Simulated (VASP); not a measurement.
Here is a VASP 6.6.1 calculation.

INCAR

```
SYSTEM = Mg
PREC = Accurate
ENCUT = 520
EDIFF = 1E-7
ISMEAR = 0
SIGMA = 0.011
LREAL = .FALSE.
LASPH = .TRUE.
NELM = 60
ALGO = Normal
ISIF = 2
LWAVE = .FALSE.
LCHARG = .FALSE.
GGA = PE
```

KPOINTS

```
Automatic mesh
0
G
  10 10 5
  0 0 0
```

Contents of POSCAR:

```
Mg
1.0
    3.2093000000      0.0000000000      0.0000000000
   -1.6046500000      2.7793353284      0.0000000000
    0.0000000000      0.0000000000      5.2103000000
Mg
2
Direct
    0.6666666667      0.3333333333      0.7500000000
    0.3333333333      0.6666666667      0.2500000000
```

Potentials or basis: VASP PAW PBE potentials, release 64 (Mg).

Run with:

```sh
$ cat potpaw_PBE.64/Mg/POTCAR > POTCAR
$ mpirun -np 1 vasp_std > vasp.out
```

Problem. What does it give for the pressure?

Solution. -0.6 GPa.

Problem. Predict the band gap on the k mesh.

Solution. None (metal or under the smearing width).

Stress tensor (GPa, compression positive):
```
-0.85  0.00  0.00
 0.00 -0.85  0.00
 0.00  0.00 -0.06
```
